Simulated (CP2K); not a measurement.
Runs of CP2K 2026.2 on BaTiO3 (Barioperovskite). It takes space group Amm2 (No. 38, orthorhombic). Conventional cell: a = 3.986 Å, b = 5.674 Å, c = 5.690 Å, α = 90.00°, β = 90.00°, γ = 90.00°. Around Ba (site symmetry mm2) lie 12 O at 2.77 to 2.92 Å. Ti (site symmetry mm2) has 6 O at 1.93 to 2.09 Å as nearest neighbours. O (site symmetry m) has 2 Ti at 1.93 to 2.09 Å as nearest neighbours. O (site symmetry mm2) is surrounded by 2 Ti at 2.00 Å. 

```tsv
level	potentials or basis	smearing	EPS_DEFAULT	NGRIDS	points a segment of the path (NPOINTS)	bands added on the path	CUTOFF of the grids	gap on the mesh (eV)	pressure (GPa)	largest force (eV/Å)
LDA	GTH_POTENTIALS Ba GTH-PADE-q10, Ti GTH-PADE-q12, O GTH-PADE-q6; TZVP-MOLOPT-PBE-GTH basis	fermi-dirac 0.05 eV	1.0E-9	5	10	2	600 Ry	(a)	-7.5	(c)
TB-mBJ	POTENTIAL_UZH Ba GTH-PBE-q10, Ti GTH-PBE-q12, O GTH-PBE-q6; TZVP-MOLOPT-PBE-GTH basis	fermi-dirac 0.0259 eV	1.0E-10	5	6	2	850 Ry	2.24	-	-
r2SCAN	POTENTIAL_UZH Ba GTH-SCAN-q10, Ti GTH-SCAN-q12, O GTH-SCAN-q6; TZVP-MOLOPT-SCAN-GTH basis	fermi-dirac 0.1 eV	1.0E-9	4	6	4	850 Ry	2.44	1.5	0.34
PBEsol	POTENTIAL_UZH Ba GTH-PBE-q10, Ti GTH-PBE-q12, O GTH-PBE-q6; TZVP-MOLOPT-PBE-GTH basis	fermi-dirac 0.05 eV	1.0E-9	5	6	2	600 Ry	(b)	-1.7	-
```

Alike in all rows: task band structure; no spin polarisation; cell as given; k mesh 7 × 7 × 7.

Estimate the missing entries.

(a) 2.04; (b) 2.07; (c) 0.32.

Caveats: spin-orbit coupling is left out, which moves the levels of the heavy elements; the mesh misses the band edges, which the band path finds closer together; the basis of atomic orbitals isn't converged, which shifts pressures, moduli and gaps; the potentials were made for another functional, which shifts forces and pressure (some runs); this is a model potential without an energy functional, so only levels have meaning (some runs); the forces don't sum to zero, a sign of grid noise (some runs).

A k mesh can miss the band edges, and the runs leave out spin-orbit coupling on Ba.
